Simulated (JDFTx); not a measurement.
Here is a JDFTx 1.7.0 (patched build) calculation.

Contents of bands.in:

```
lattice Face-Centered Cubic 11.5613444305
coords-type Lattice
ion Sb     0.7500000000     0.7500000000     0.7500000000 1
ion Ga     0.0000000000     0.0000000000     0.0000000000 1

ion-species pseudo/Sb.upf
ion-species pseudo/Ga.upf
elec-cutoff 42 336
elec-ex-corr lda-PW
elec-smearing Fermi 0.0018374661
elec-n-bands 21
electronic-minimize nIterations 30 energyDiffThreshold 1e-06
davidson-band-ratio 1.3
forces-output-coords Cartesian
include path.kpoints
symmetries none
fix-electron-density run.$VAR

dump-name bands.$VAR
dump End Ecomponents EigStats BandEigs Kpoints Forces
```

File path.kpoints:

```
kpoint +0.0000000000 +0.0000000000 +0.0000000000 0.020000000000
kpoint +0.0714285714 +0.0000000000 +0.0714285714 0.020000000000
kpoint +0.1428571429 +0.0000000000 +0.1428571429 0.020000000000
kpoint +0.2142857143 +0.0000000000 +0.2142857143 0.020000000000
kpoint +0.2857142857 +0.0000000000 +0.2857142857 0.020000000000
kpoint +0.3571428571 +0.0000000000 +0.3571428571 0.020000000000
kpoint +0.4285714286 +0.0000000000 +0.4285714286 0.020000000000
kpoint +0.5000000000 +0.0000000000 +0.5000000000 0.020000000000
kpoint +0.5000000000 +0.0833333333 +0.5833333333 0.020000000000
kpoint +0.5000000000 +0.1666666667 +0.6666666667 0.020000000000
kpoint +0.5000000000 +0.2500000000 +0.7500000000 0.020000000000
kpoint +0.4375000000 +0.3125000000 +0.7500000000 0.020000000000
kpoint +0.3750000000 +0.3750000000 +0.7500000000 0.020000000000
kpoint +0.3281250000 +0.3281250000 +0.6562500000 0.020000000000
kpoint +0.2812500000 +0.2812500000 +0.5625000000 0.020000000000
kpoint +0.2343750000 +0.2343750000 +0.4687500000 0.020000000000
kpoint +0.1875000000 +0.1875000000 +0.3750000000 0.020000000000
kpoint +0.1406250000 +0.1406250000 +0.2812500000 0.020000000000
kpoint +0.0937500000 +0.0937500000 +0.1875000000 0.020000000000
kpoint +0.0468750000 +0.0468750000 +0.0937500000 0.020000000000
kpoint +0.0000000000 +0.0000000000 +0.0000000000 0.020000000000
kpoint +0.0833333333 +0.0833333333 +0.0833333333 0.020000000000
kpoint +0.1666666667 +0.1666666667 +0.1666666667 0.020000000000
kpoint +0.2500000000 +0.2500000000 +0.2500000000 0.020000000000
kpoint +0.3333333333 +0.3333333333 +0.3333333333 0.020000000000
kpoint +0.4166666667 +0.4166666667 +0.4166666667 0.020000000000
kpoint +0.5000000000 +0.5000000000 +0.5000000000 0.020000000000
kpoint +0.5250000000 +0.4500000000 +0.5250000000 0.020000000000
kpoint +0.5500000000 +0.4000000000 +0.5500000000 0.020000000000
kpoint +0.5750000000 +0.3500000000 +0.5750000000 0.020000000000
kpoint +0.6000000000 +0.3000000000 +0.6000000000 0.020000000000
kpoint +0.6250000000 +0.2500000000 +0.6250000000 0.020000000000
kpoint +0.5625000000 +0.2500000000 +0.6875000000 0.020000000000
kpoint +0.5000000000 +0.2500000000 +0.7500000000 0.020000000000
kpoint +0.5000000000 +0.2916666667 +0.7083333333 0.020000000000
kpoint +0.5000000000 +0.3333333333 +0.6666666667 0.020000000000
kpoint +0.5000000000 +0.3750000000 +0.6250000000 0.020000000000
kpoint +0.5000000000 +0.4166666667 +0.5833333333 0.020000000000
kpoint +0.5000000000 +0.4583333333 +0.5416666667 0.020000000000
kpoint +0.5000000000 +0.5000000000 +0.5000000000 0.020000000000
kpoint +0.4791666667 +0.4791666667 +0.5416666667 0.020000000000
kpoint +0.4583333333 +0.4583333333 +0.5833333333 0.020000000000
kpoint +0.4375000000 +0.4375000000 +0.6250000000 0.020000000000
kpoint +0.4166666667 +0.4166666667 +0.6666666667 0.020000000000
kpoint +0.3958333333 +0.3958333333 +0.7083333333 0.020000000000
kpoint +0.3750000000 +0.3750000000 +0.7500000000 0.020000000000
kpoint +0.6250000000 +0.2500000000 +0.6250000000 0.020000000000
kpoint +0.5833333333 +0.1666666667 +0.5833333333 0.020000000000
kpoint +0.5416666667 +0.0833333333 +0.5416666667 0.020000000000
kpoint +0.5000000000 +0.0000000000 +0.5000000000 0.020000000000
```

Potentials or basis: PseudoDojo-SR-LDA-0.4.1-standard.

Command:

```console
$ jdftx -c 1 -i bands.in -o bands.out
```

(1) Predict the band gap along the path.

Results:

(1) none (metal or under the smearing width).

Caveat: spin-orbit coupling is left out, which moves the levels of the heavy elements.

**Measured values to compare with.**

A printed reference work, data compilation reports, for a bulk crystal of GaSb at 4.2 K: band gap 0.811 eV (direct).

Against the measured gap of GaSb, 0.811 eV (direct; 4.2 K; a printed reference work, data compilation), the calculated 0.00 eV is off by -0.81 eV. Spin-orbit coupling on Ga, Sb is left out. The value is that of LDA, without temperature or zero-point motion. Semilocal functionals fall short of measured gaps as a rule.
